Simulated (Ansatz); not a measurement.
**Zinc, simple cubic under LDA: structure, energy and stiffness, part 1 of 2**

Aim: take zinc in the simple cubic structure, relax it, solve it on a dense k-mesh, switch on spin-orbit coupling, then scale the cell to 7 volumes from 88 to 112 % of the relaxed one and try a fit of the equation of state. The k-meshes are 12×12×12 for the relaxation; 20×20×20 for the dense run; 12×12×12 for spin-orbit coupling; 14×14×14 for the volumes.

This is Zn in the simple cubic structure; at room conditions it is hcp.

Method: DFT LDA (PW92), plane waves (420 eV) with PAW, scalar-relativistic; the PAW data stem from PBE, with regenerated cores, in Ansatz 0.2.0.

## (1) The starting structure

It takes space group Pm-3m (No. 221, cubic). Conventional cell: a = 2.542 Å, b = 2.542 Å, c = 2.542 Å, α = 90.00°, β = 90.00°, γ = 90.00°. Zn (site symmetry m-3m) has 6 Zn at 2.54 Å as nearest neighbours.

Coordinates:

```
Zn
1.0
     2.54208    0.00000    0.00000
     0.00000    2.54208    0.00000
     0.00000    0.00000    2.54208
Zn
1
Direct
  0.00000 0.00000 0.00000
```

## (2) Relaxing cell and atoms

input.yaml

```yaml
crystal:
  lattice:
    - [2.5420818099, 0.0, 0.0]
    - [0.0, 2.5420818099, 0.0]
    - [0.0, 0.0, 2.5420818099]
  atoms:
    - { symbol: Zn, position: [0.0, 0.0, 0.0] }
hamiltonian:
  xc: lda
  pseudopotentials:
    kind: paw
    azcp:
      Zn: "pseudopotentials/Zn.paw.azcp"
basis:
  ecutwfc: 420
  fft_grid_basis: typed
kpoints:
  mp_grid: { grid: [12, 12, 12], shift: [0, 0, 0] }
magnetization:
  spin_polarized: false
scf:
  occupations: { method: fermi_dirac, width: 0.1 }
relax:
  max_steps: 60
  f_tol: 0.01
  cell: {}
output:
  write_density: true
  write_potential: true
  elf: true
  volumetric_format: npy
```

Log:

```text
Warning: <dir> the record states the generating functional pbe (its physics header spells it `PBE`), which answers neither for hamiltonian.xc's functional nor for the lda family's — results may be inconsistent (PPs are generated against a specific XC)
Warning: RAYON_NUM_THREADS=2 ignored (pool sized by the plan → 2); use --threads N
Engine: ansatz 0.2.0, x86_64-unknown-linux-gnu
Pseudopotentials: kind: paw
Pseudopotential: Zn, paw, valence charge 12, recommended cutoff 420 eV (normal), <dir>
Functional definition: SPW92
  exchange = slater_x
  correlation = pw_c
Crystal: 1 atoms, lattice volume = 16.427 Å³
Basis set: ecut = 420 eV, 341 PW (Γ)
Bands: 10, of which v1, the nominal top of the filled ones, is band 6 counted from 1 (5 counted from 0)
Symmetry: 48 space group operations
Space group: Pm-3m (ITA 221), of the structure as read, at distance tolerance 2.5e-5 Å
k-points: 84 of 1728
Non-local potential: Zn, projectors of the file, l = 0: 2, l = 1: 2, l = 2: 3, l = 3: 1
PAW form: soft (Blöchl's): semilocal exchange-correlation on the pseudo side does not see the compensation charge
PAW frozen core: Zn, regenerated for the run's functional, and the local potential with it (the file was generated under x = pbe(κ = 0.804, μ = 0.2195149727645171), c = pbe(β = 0.06672455060314922))
PAW one-centre angular grid: Zn, 590 points (default); XC on 64 Gauss nodes
Initial density: superposition of atomic densities (neutral atoms: chi_scale 0, normalization atom), corrected by the library's trained network
Initial wavefunctions: pseudopotential atomic-orbital guess
Functional: x = slater, c = lda
SCF iter   1: F=—  HF=-3245.964616 eV  |F-HF|=—  |Δ(HF+E_count)|=         —  Δρ=3.10e-3  dr2=1.52e-3  ethr=1.77e-3  ⟨swp⟩=5.0  Hψ=5423  notcnv=0
preconditioner: auto → none  [metal: Δε(μ)=0.082 eV  Ē_g=17.028 eV  σ=0.100 eV  W_gap=0.20  n_scr=6 (ndim 8)  ℏωp=31.7 eV  f_vac=0.000  D(μ)=0.38/eV (n_scr^D=0)  sad-step TF]
SCF iter   2: F=—  HF=-3245.963970 eV  |F-HF|=—  |Δ(HF+E_count)|=   6.46e-4  Δρ=2.84e-3  dr2=6.79e-4  ethr=1.26e-5  ⟨swp⟩=1.7  Hψ=1675  notcnv=0
SCF iter   3: F=—  HF=-3245.963937 eV  |F-HF|=—  |Δ(HF+E_count)|=   3.30e-5  Δρ=1.26e-3  dr2=2.16e-4  ethr=5.66e-6  ⟨swp⟩=2.0  Hψ=1267  notcnv=0
SCF iter   4: F=—  HF=-3245.963812 eV  |F-HF|=—  |Δ(HF+E_count)|=   1.25e-4  Δρ=1.70e-4  dr2=5.70e-6  ethr=1.80e-6  ⟨swp⟩=2.0  Hψ=1268  notcnv=0
SCF iter   5: F=—  HF=-3245.963812 eV  |F-HF|=—  |Δ(HF+E_count)|=   3.86e-7  Δρ=7.21e-5  dr2=4.45e-7  ethr=4.75e-8  ⟨swp⟩=2.2  Hψ=1262  notcnv=0
SCF iter   6: F=-3245.963811 eV  HF=-3245.963811 eV  |F-HF|=1.26e-8  |Δ(HF+E_count)|=   1.44e-7  Δρ=1.01e-5  dr2=9.74e-9  ethr=8.33e-10  ⟨swp⟩=7.7  Hψ=4400  notcnv=0
SCF 1 converged in 6 iterations: F = -3245.963811 eV  dr2 = 9.74e-9
relax step   1: F+E_penalty+E_count = -3245.96381141 eV  Δ(F+E_penalty+E_count) = +0.000e0 eV  max|allowed force component| = 0.000e0 eV/Å  Δτ_max = 0.0000 Å  P = -1.520 GPa  Ω = 16.427 Å³  (6 SCF iters, dr2 threshold 1.00e-7 eV, accepted)
Crystal: 1 atoms, lattice volume = 16.225 Å³
Basis set: ecut = 420 eV, 305 PW (Γ)
Initial density: handed on by an earlier stage of this run
Initial wavefunctions: those handed on with the density
iter 1 solved again at ethr=1.43e-6 eV; its pass at ethr=3.10e-3 eV (dr2=1.72e-4 eV) is discarded
SCF iter   1: F=—  HF=-3245.965353 eV  |F-HF|=—  |Δ(HF+E_count)|=         —  Δρ=1.29e-3  dr2=1.75e-4  ethr=1.43e-6  ⟨swp⟩=2.1  Hψ=7529  notcnv=0
preconditioner: auto → none  [metal: Δε(μ)=0.105 eV  Ē_g=17.114 eV  σ=0.100 eV  W_gap=0.25  n_scr=6 (ndim 8)  ℏωp=31.9 eV  f_vac=0.000  D(μ)=0.37/eV (n_scr^D=0)]
SCF iter   2: F=—  HF=-3245.965312 eV  |F-HF|=—  |Δ(HF+E_count)|=   4.09e-5  Δρ=4.91e-4  dr2=1.70e-5  ethr=1.43e-6  ⟨swp⟩=2.0  Hψ=1313  notcnv=0
SCF iter   3: F=—  HF=-3245.965293 eV  |F-HF|=—  |Δ(HF+E_count)|=   1.84e-5  Δρ=1.55e-4  dr2=3.00e-6  ethr=1.41e-7  ⟨swp⟩=2.0  Hψ=1330  notcnv=0
SCF iter   4: F=-3245.965292 eV  HF=-3245.965292 eV  |F-HF|=1.42e-8  |Δ(HF+E_count)|=   1.59e-6  Δρ=1.65e-5  dr2=2.47e-8  ethr=8.33e-10  ⟨swp⟩=5.9  Hψ=4847  notcnv=0
SCF 2 converged in 4 iterations: F = -3245.965292 eV  dr2 = 2.47e-8
relax step   2: F+E_penalty+E_count = -3245.96529188 eV  Δ(F+E_penalty+E_count) = -1.480e-3 eV  max|allowed force component| = 0.000e0 eV/Å  Δτ_max = 0.0000 Å  P = -0.708 GPa  Ω = 16.225 Å³  energy of the carried Pulay correction = +6.721e-5 eV  (4 SCF iters, dr2 threshold 1.00e-7 eV, accepted)
Crystal: 1 atoms, lattice volume = 16.052 Å³
iter 1 solved again at ethr=1.16e-6 eV; its pass at ethr=3.10e-3 eV (dr2=1.39e-4 eV) is discarded
SCF iter   1: F=—  HF=-3245.965764 eV  |F-HF|=—  |Δ(HF+E_count)|=         —  Δρ=1.15e-3  dr2=1.37e-4  ethr=1.16e-6  ⟨swp⟩=2.2  Hψ=7509  notcnv=0
preconditioner: auto → none  [metal: Δε(μ)=0.122 eV  Ē_g=17.213 eV  σ=0.100 eV  W_gap=0.29  n_scr=6 (ndim 8)  ℏωp=32.1 eV  f_vac=0.000  D(μ)=0.36/eV (n_scr^D=0)]
SCF iter   2: F=—  HF=-3245.965730 eV  |F-HF|=—  |Δ(HF+E_count)|=   3.34e-5  Δρ=4.43e-4  dr2=1.35e-5  ethr=1.14e-6  ⟨swp⟩=2.0  Hψ=1309  notcnv=0
SCF iter   3: F=—  HF=-3245.965716 eV  |F-HF|=—  |Δ(HF+E_count)|=   1.39e-5  Δρ=1.35e-4  dr2=2.28e-6  ethr=1.13e-7  ⟨swp⟩=2.0  Hψ=1330  notcnv=0
SCF iter   4: F=-3245.965715 eV  HF=-3245.965715 eV  |F-HF|=2.99e-8  |Δ(HF+E_count)|=   1.21e-6  Δρ=1.65e-5  dr2=1.93e-8  ethr=8.33e-10  ⟨swp⟩=5.9  Hψ=4864  notcnv=0
SCF 3 converged in 4 iterations: F = -3245.965715 eV  dr2 = 1.93e-8
relax step   3: F+E_penalty+E_count = -3245.96571515 eV  Δ(F+E_penalty+E_count) = -4.233e-4 eV  max|allowed force component| = 0.000e0 eV/Å  Δτ_max = 0.0000 Å  P = +0.036 GPa  Ω = 16.052 Å³  energy of the carried Pulay correction = +1.252e-4 eV  (4 SCF iters, dr2 threshold 1.00e-7 eV, accepted)
Initial wavefunctions: pseudopotential atomic-orbital guess (no wavefunctions were taken with the density)
iter 1 solved again at ethr=1.99e-6 eV; its pass at ethr=3.10e-3 eV (dr2=2.39e-4 eV) is discarded
SCF iter   1: F=—  HF=-3245.965593 eV  |F-HF|=—  |Δ(HF+E_count)|=         —  Δρ=2.61e-5  dr2=4.69e-8  ethr=1.99e-6  ⟨swp⟩=2.1  Hψ=7333  notcnv=0
eigensolver tolerance schedule: the retry pair's looser diagonalisation over-reported the residual by 5104.90 of it (diagonalisation noise at an unbounded share of the residual, at the tolerance the schedule requests for it); recorded, not acted on — ethr = c·dr2/N_el stays at c = 1.0e-1
preconditioner: auto → none  [metal: Δε(μ)=0.121 eV  Ē_g=17.229 eV  σ=0.100 eV  W_gap=0.28  n_scr=6 (ndim 8)  ℏωp=32.1 eV  f_vac=0.000  D(μ)=0.36/eV (n_scr^D=0)]
SCF iter   2: F=—  HF=-3245.965592 eV  |F-HF|=—  |Δ(HF+E_count)|=   1.40e-6  Δρ=2.31e-5  dr2=4.59e-8  ethr=3.91e-10  ⟨swp⟩=2.4  Hψ=1424  notcnv=0
SCF iter   3: F=—  HF=-3245.965592 eV  |F-HF|=—  |Δ(HF+E_count)|=   1.08e-8  Δρ=9.79e-6  dr2=6.18e-9  ethr=3.83e-10  ⟨swp⟩=2.0  Hψ=1251  notcnv=0
SCF iter   4: F=—  HF=-3245.965592 eV  |F-HF|=—  |Δ(HF+E_count)|=   3.55e-9  Δρ=2.70e-6  dr2=2.78e-10  ethr=5.15e-11  ⟨swp⟩=2.0  Hψ=1295  notcnv=0
SCF iter   5: F=—  HF=-3245.965592 eV  |F-HF|=—  |Δ(HF+E_count)|=   1.07e-9  Δρ=2.52e-7  dr2=4.91e-12  ethr=1.00e-12  ⟨swp⟩=4.1  Hψ=3954  notcnv=0
SCF iter   6: F=-3245.965592 eV  HF=-3245.965592 eV  |F-HF|=9.09e-13  |Δ(HF+E_count)|=    0.00e0  Δρ=1.08e-8  dr2=7.77e-15  ethr=1.00e-12  ⟨swp⟩=4.8  Hψ=2971  notcnv=0
SCF 4 converged in 6 iterations: F = -3245.965592 eV  dr2 = 7.77e-15
relax step   4: F+E_penalty+E_count = -3245.96559185 eV  Δ(F+E_penalty+E_count) = +1.233e-4 eV  max|allowed force component| = 0.000e0 eV/Å  Δτ_max = 0.0000 Å  P = +0.039 GPa  Ω = 16.052 Å³  stress off target by 3.89e-2 GPa  SCF on the basis re-selected at this cell (its energy is not comparable with the rows above)  (6 SCF iters)
basis re-selected at this cell: Δ(F+E_penalty+E_count) = +1.233e-4 eV, ΔP = +0.002 GPa vs the last step (what re-selecting the basis moved, of the pressure what is left beyond the Pulay correction that the steps carried, after the strain that the cell walked since its last selection, with what the two solves' SCF thresholds leave and, on support functions, any second-order correction that the steps lacked; it is no measure of the basis error at this ecutwfc). This SCF's stress stands 3.89e-2 GPa from its target on what of the cell is left free (relax.cell.stress_tol is 5.00e-2 GPa) and its largest allowed force component is 0.00e0 eV/Å (relax.f_tol is 1.00e-2 eV/Å): within both
SCF converged after 6 iterations
Free energy (F): -3245.965592 eV
Harris-Foulkes:  -3245.965592 eV  (|F-HF|=9.09e-13)
Internal energy: -3245.954091 eV  (E = F + TS)
E sigma→0 (E₀):  -3245.959842 eV
Entropy (-TS):   -0.011500 eV (-11.500 meV/atom)
Fermi energy:    9.632256 eV
--- Per-component energies (eV) ---
  E_band       = 33.291822
  E_kinetic    = 131.889604
  E_local      = -1609.264747  (includes V_loc(G=0)·N_el)
  E_nonlocal   = 612.658983
  E_hartree    = 671.805342
  E_xc         = -136.274216
  E_vxc        = -54.338532  (∫ρ·V_xc dr)
  E_paw        = -1752.208383  (= ΣΔE_a)
  E_vpaw       = -391.263787  (= ΣTr[D̂ρ^β])
  E_aug_tail   = -0.000381  (compensation charges beyond the density's cutoff)
  E_ewald      = -1166.117435
  E_core_change = 1.557141  (= ΣΔE_core)
  E_smearing   = -0.011500  (= −TS)
  E_closure    = 0.000000  (closes the sum)
  Σ components = -3245.965592   (vs F -3245.965592, Δ=0.00e0)
--- Forces (eV/Å), atoms counted from 1 ---
  atom   1  Zn    -0.00000000    -0.00000000     0.00000000
  max |Σ_I F_I| component: 4.60e-31 eV/Å
--- Stress (GPa, compression-positive) ---
        0.038878      -0.000000      -0.000000
       -0.000000       0.038878      -0.000000
       -0.000000      -0.000000       0.038878
  P = ⅓ Tr σ = 0.0389 GPa (0.389 kbar)
--- Band table (eV; the first three rows and the last of 84) ---
  k-point 0: bands = ["-0.1815", "1.3197", "1.3197", "2.7763", "2.7763", "2.7763", "22.7706", "22.7706", "22.7706", "25.8523"]
  k-point 1: bands = ["-0.0149", "1.3302", "1.3720", "2.7465", "2.7465", "2.7788", "20.5231", "22.9697", "22.9697", "25.9640"]
  k-point 2: bands = ["0.4482", "1.3590", "1.5555", "2.6661", "2.6661", "2.7856", "17.3242", "23.5548", "23.5548", "26.3013"]
  k-point 83: bands = ["1.6406", "1.6406", "1.6406", "3.1293", "3.1293", "15.5507", "15.5507", "15.5507", "20.9095", "20.9651"]
--- Relaxed structure (3 steps of the walk, 3 accepted, 1 SCFs on fresh bases) ---
  F+E_penalty+E_count = -3245.96559185 eV   max|allowed force component| = 0.000e0 eV/Å   (the final SCF, on the basis selected at the relaxed cell)
  cell:  # Å, volume = 16.0524 Å³
    - [2.5225912199148848, -2.311115933264683e-33, 1.925929944387236e-34]
    - [-2.311115933264683e-33, 2.5225912199148848, -2.054325274013051e-33]
    - [6.419766481290785e-35, -2.054325274013051e-33, 2.5225912199148848]
  atoms:
    - { symbol: Zn, position: [0.0, 0.0, 0.0] }
```

Wall time 2.6 s (2 threads of Intel Xeon Platinum 8375C at 2.90GHz (Ice Lake), shared host); peak memory 0.33 GiB.

The walk, from the log:

| step | energy change (meV/atom) | largest force (eV/Å) | pressure (GPa) | volume (Å³/atom) |
| --- | --- | --- | --- | --- |
| 1 | 0.00 | 0.0000 | -1.52 | 16.427 |
| 2 | -1.48 | 0.0000 | -0.71 | 16.225 |
| 3 | -1.90 | 0.0000 | 0.04 | 16.052 |
| 4 | -1.78 | 0.0000 | 0.04 | 16.052 |

Steps that repeat a cell are solved on a basis chosen anew, so their changes of energy are no gain of the relaxation.

The cell of the run, before and after:

|  | before | after | change |
| --- | --- | --- | --- |
| a (Å) | 2.542 | 2.523 | -0.8 % |
| b (Å) | 2.542 | 2.523 | -0.8 % |
| c (Å) | 2.542 | 2.523 | -0.8 % |
| volume (Å³/atom) | 16.427 | 16.052 | -2.3 % |
| shortest distance (Å) | 2.542 | 2.523 | -0.8 % |
| space group (spins left aside) | Pm-3m | Pm-3m | same |

## (3) The energy on a finer k-mesh

input.yaml

```yaml
crystal:
  lattice:
    - [2.5225912199, 0.0, 0.0]
    - [0.0, 2.5225912199, 0.0]
    - [0.0, 0.0, 2.5225912199]
  atoms:
    - { symbol: Zn, position: [0.0, 0.0, 0.0] }
hamiltonian:
  xc: lda
  pseudopotentials:
    kind: paw
    azcp:
      Zn: "pseudopotentials/Zn.paw.azcp"
basis:
  ecutwfc: 420
  fft_grid_basis: typed
kpoints:
  mp_grid: { grid: [20, 20, 20], shift: [0, 0, 0] }
magnetization:
  spin_polarized: false
scf:
  occupations: { method: fermi_dirac, width: 0.1 }
```

Log (excerpt; [...] marks lines left out):

```text
Warning: <dir> the record states the generating functional pbe (its physics header spells it `PBE`), which answers neither for hamiltonian.xc's functional nor for the lda family's — results may be inconsistent (PPs are generated against a specific XC)
Warning: RAYON_NUM_THREADS=2 ignored (pool sized by the plan → 2); use --threads N
[...]
Pseudopotentials: kind: paw
Pseudopotential: Zn, paw, valence charge 12, recommended cutoff 420 eV (normal), <dir>
Functional definition: SPW92
[...]
Crystal: 1 atoms, lattice volume = 16.052 Å³
Basis set: ecut = 420 eV, 305 PW (Γ)
Bands: 10, of which v1, the nominal top of the filled ones, is band 6 counted from 1 (5 counted from 0)
Symmetry: 48 space group operations
Space group: Pm-3m (ITA 221), of the structure as read, at distance tolerance 2.5e-5 Å
k-points: 286 of 8000
[...]
SCF iter   1: F=—  HF=-3245.970127 eV  |F-HF|=—  |Δ(HF+E_count)|=         —  Δρ=3.42e-3  dr2=1.66e-3  ethr=1.77e-3  ⟨swp⟩=5.0  Hψ=18483  notcnv=0
[...]
SCF iter   6: F=-3245.969284 eV  HF=-3245.969284 eV  |F-HF|=2.41e-8  |Δ(HF+E_count)|=   2.86e-8  Δρ=1.50e-5  dr2=2.12e-8  ethr=8.33e-10  ⟨swp⟩=3.0  Hψ=7337  notcnv=0
[...]
SCF converged after 6 iterations
Free energy (F): -3245.969284 eV
[...]
E sigma→0 (E₀):  -3245.963828 eV
Entropy (-TS):   -0.010912 eV (-10.912 meV/atom)
Fermi energy:    9.641523 eV
[...]
```

Wall time 1.3 s (2 threads of Intel Xeon Platinum 8375C at 2.90GHz (Ice Lake), shared host); peak memory 0.34 GiB.

## (4) A two-component run at the same geometry

Changes to input.yaml since step 3:

```diff
@@ -10,3 +10,3 @@
   pseudopotentials:
-    kind: paw
+    kind: paw_fr
     azcp:
@@ -17,5 +17,6 @@
 kpoints:
-  mp_grid: { grid: [20, 20, 20], shift: [0, 0, 0] }
+  mp_grid: { grid: [12, 12, 12], shift: [0, 0, 0] }
 magnetization:
-  spin_polarized: false
+  noncollinear: true
+  spin_orbit: true
 scf:
```

Log (excerpt; [...] marks lines left out):

```text
Warning: <dir> the record states the generating functional pbe (its physics header spells it `PBE`), which answers neither for hamiltonian.xc's functional nor for the lda family's — results may be inconsistent (PPs are generated against a specific XC)
Warning: RAYON_NUM_THREADS=2 ignored (pool sized by the plan → 2); use --threads N
[...]
Pseudopotentials: kind: paw_fr
Pseudopotential: Zn, paw_fr, valence charge 12, recommended cutoff 420 eV (normal), <dir>
Functional definition: SPW92
[...]
non-collinear run that drives no moment, with spin-orbit: no starting moment large enough to seed its density (crystal.atoms[].spin), no starting occupations that ask for one, no magnetisation constraint and no magnetic field, so the semilocal B_xc is pinned to zero
Crystal: 1 atoms, lattice volume = 16.052 Å³
Basis set: ecut = 420 eV, 305 PW (Γ)
Bands: 20, of which v1, the nominal top of the filled ones, is band 12 counted from 1 (11 counted from 0)
Symmetry: 48 space group operations + 48 with time reversal
Magnetic group: BNS 221.93 (UNI 1595), of the structure as read, at distance tolerance 2.5e-5 Å
k-points: 84 of 1728
Projection manifold: j_resolved (fully-relativistic pseudo-atomic orbitals)
[...]
SCF iter   1: F=—  HF=-3246.152294 eV  |F-HF|=—  |Δ(HF+E_count)|=         —  Δρ=5.52e-2  dr2=3.73e-1  dr2_m=0.00e0 (ungated)  ethr=3.10e-3  |M|=0.00e0 ∫|m|=0.00e0 μB  |m|>n=0.0e0 m-floor=0.0e0 τ_xc=0.0e0  β_m=0.30  ⟨swp⟩=5.2  Hψ=4316  notcnv=0  defer=14
[...]
SCF iter   7: F=-3246.027556 eV  HF=-3246.027556 eV  |F-HF|=1.28e-10  |Δ(HF+E_count)|=   1.48e-8  Δρ=8.52e-7  dr2=1.10e-10  dr2_m=0.00e0 (ungated)  ethr=8.33e-10  |M|=0.00e0 ∫|m|=0.00e0 μB  |m|>n=0.0e0 m-floor=0.0e0 τ_xc=0.0e0  ⟨swp⟩=2.1  Hψ=1699  notcnv=0
[...]
SCF converged after 7 iterations
Magnetization: |M| = 0.0000 μB,  M = (+0.0000, +0.0000, +0.0000) μB
Absolute magnetization: 0.0000 μB (∫|m|)
  site 0: m = (+0.0000, +0.0000, +0.0000) μB, |m| = 0.0000 μB  (R = 1.04 Å)
Free energy (F): -3246.027556 eV
[...]
E sigma→0 (E₀):  -3246.021792 eV
Entropy (-TS):   -0.011527 eV (-11.527 meV/atom)
Fermi energy:    9.631610 eV
[...]
```

Wall time 2.1 s (2 threads of Intel Xeon Platinum 8375C at 2.90GHz (Ice Lake), shared host); peak memory 0.37 GiB.

With and without spin-orbit coupling:

|  | scalar-relativistic | with spin-orbit coupling |
| --- | --- | --- |
| k-mesh | 20×20×20 | 12×12×12 |
| gap on the mesh | none (levels filled in part) | none (levels filled in part) |

The meshes differ, so small differences between the columns need not come from spin-orbit coupling.

## (5) At 88 % of the relaxed volume

input.yaml

```yaml
crystal:
  lattice:
    - [2.4173587325, 0.0, 0.0]
    - [0.0, 2.4173587325, 0.0]
    - [0.0, 0.0, 2.4173587325]
  atoms:
    - { symbol: Zn, position: [0.0, 0.0, 0.0] }
hamiltonian:
  xc: lda
  pseudopotentials:
    kind: paw
    azcp:
      Zn: "pseudopotentials/Zn.paw.azcp"
basis:
  ecutwfc: 420
  fft_grid_basis: typed
kpoints:
  mp_grid: { grid: [14, 14, 14], shift: [0, 0, 0] }
magnetization:
  spin_polarized: false
scf:
  occupations: { method: fermi_dirac, width: 0.1 }
  lower_state_search: "off"
output:
  stress: true
```

Log (excerpt; [...] marks lines left out):

```text
Warning: <dir> the record states the generating functional pbe (its physics header spells it `PBE`), which answers neither for hamiltonian.xc's functional nor for the lda family's — results may be inconsistent (PPs are generated against a specific XC)
Warning: RAYON_NUM_THREADS=2 ignored (pool sized by the plan → 2); use --threads N
[...]
Pseudopotentials: kind: paw
Pseudopotential: Zn, paw, valence charge 12, recommended cutoff 420 eV (normal), <dir>
Functional definition: SPW92
[...]
Crystal: 1 atoms, lattice volume = 14.126 Å³
Basis set: ecut = 420 eV, 257 PW (Γ)
Bands: 10, of which v1, the nominal top of the filled ones, is band 6 counted from 1 (5 counted from 0)
Symmetry: 48 space group operations
Space group: Pm-3m (ITA 221), of the structure as read, at distance tolerance 2.4e-5 Å
k-points: 120 of 2744
[...]
SCF iter   1: F=—  HF=-3245.901967 eV  |F-HF|=—  |Δ(HF+E_count)|=         —  Δρ=4.59e-3  dr2=1.53e-3  ethr=1.77e-3  ⟨swp⟩=5.0  Hψ=7786  notcnv=0
[...]
SCF iter   6: F=-3245.901627 eV  HF=-3245.901627 eV  |F-HF|=1.85e-10  |Δ(HF+E_count)|=  4.45e-10  Δρ=3.04e-6  dr2=6.57e-10  ethr=4.36e-11  ⟨swp⟩=2.1  Hψ=4127  notcnv=0
[...]
SCF converged after 6 iterations
Free energy (F): -3245.901627 eV
[...]
E sigma→0 (E₀):  -3245.895630 eV
Entropy (-TS):   -0.011995 eV (-11.995 meV/atom)
Fermi energy:    11.541649 eV
[...]
--- Stress (GPa, compression-positive) ---
       12.692043      -0.000000       0.000000
        0.000000      12.692043       0.000000
       -0.000000       0.000000      12.692043
  P = ⅓ Tr σ = 12.6920 GPa (126.920 kbar)
```

Wall time 0.75 s (2 threads of Intel Xeon Platinum 8375C at 2.90GHz (Ice Lake), shared host); peak memory 0.31 GiB.

## (6) At 92 % of the relaxed volume

Changes to input.yaml since step 5:

```diff
@@ -2,5 +2,5 @@
   lattice:
-    - [2.4173587325, 0.0, 0.0]
-    - [0.0, 2.4173587325, 0.0]
-    - [0.0, 0.0, 2.4173587325]
+    - [2.4534440336, 0.0, 0.0]
+    - [0.0, 2.4534440336, 0.0]
+    - [0.0, 0.0, 2.4534440336]
   atoms:
```

Log (excerpt; [...] marks lines left out):

```text
Warning: <dir> the record states the generating functional pbe (its physics header spells it `PBE`), which answers neither for hamiltonian.xc's functional nor for the lda family's — results may be inconsistent (PPs are generated against a specific XC)
Warning: RAYON_NUM_THREADS=2 ignored (pool sized by the plan → 2); use --threads N
[...]
Pseudopotentials: kind: paw
Pseudopotential: Zn, paw, valence charge 12, recommended cutoff 420 eV (normal), <dir>
Functional definition: SPW92
[...]
Crystal: 1 atoms, lattice volume = 14.768 Å³
Basis set: ecut = 420 eV, 257 PW (Γ)
Bands: 10, of which v1, the nominal top of the filled ones, is band 6 counted from 1 (5 counted from 0)
Symmetry: 48 space group operations
Space group: Pm-3m (ITA 221), of the structure as read, at distance tolerance 2.5e-5 Å
k-points: 120 of 2744
[...]
SCF iter   1: F=—  HF=-3245.942220 eV  |F-HF|=—  |Δ(HF+E_count)|=         —  Δρ=4.29e-3  dr2=1.55e-3  ethr=1.77e-3  ⟨swp⟩=4.8  Hψ=7784  notcnv=0
[...]
SCF iter   6: F=-3245.941695 eV  HF=-3245.941695 eV  |F-HF|=3.49e-9  |Δ(HF+E_count)|=   2.71e-8  Δρ=7.66e-6  dr2=4.22e-9  ethr=8.33e-10  ⟨swp⟩=4.1  Hψ=3802  notcnv=0
[...]
SCF converged after 6 iterations
Free energy (F): -3245.941695 eV
[...]
E sigma→0 (E₀):  -3245.935759 eV
Entropy (-TS):   -0.011871 eV (-11.871 meV/atom)
Fermi energy:    10.838413 eV
[...]
--- Stress (GPa, compression-positive) ---
        7.507687      -0.000000       0.000000
        0.000000       7.507687       0.000000
        0.000000       0.000000       7.507687
  P = ⅓ Tr σ = 7.5077 GPa (75.077 kbar)
```

It took 0.78 s on 2 threads of Intel Xeon Platinum 8375C at 2.90GHz (Ice Lake), shared host; peak memory 0.31 GiB.

(Continued in part 2 of 2.)
